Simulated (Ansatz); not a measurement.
Here is an Ansatz 0.2.0 calculation.

Contents of input.yaml:

```yaml
crystal:
  lattice:
    - [3.66050052, 0.0, 0.0]
    - [0.0, 3.66050052, 0.0]
    - [0.0, 0.0, 3.66050052]
  atoms:
    - { symbol: Ge, position: [0.0, 0.0, 0.0] }
    - { symbol: Fe, position: [0.5, 0.0, 0.5], spin: 0.7333333333 }
    - { symbol: Fe, position: [0.5, 0.5, 0.0], spin: 0.7333333333 }
    - { symbol: Fe, position: [0.0, 0.5, 0.5], spin: 0.7333333333 }
hamiltonian:
  xc: pbesol
  pseudopotentials: { kind: paw }
magnetization:
  spin_polarized: true
  initial_magnetization: 2.2
  spin_locking: { lock_magnetization: hard }
kpoints:
  mp_grid: { grid: [6, 6, 6] }
scf:
  occupations: { method: fermi_dirac, width: 0.05 }
  lower_state_search: "off"
output:
  forces: true
  stress: true
  eigenvalues: true
```

Potentials or basis: Ansatz PAW.

The run is started by

```console
$ ansatz run input.yaml --threads 2 --pin off --max-ram 5632MiB --backend cpu --events-out ev --progress --plain --runs-dir out
```

(1) Estimate the pressure.

## Answers

(1) -22.8 GPa.

Caveat: the total moment is fixed, so each spin has its own Fermi level; the PAW data sets come from PBE, with cores solved anew for the run's functional, which leaves a small shift of forces and pressure; the thresholds are loose for stress.
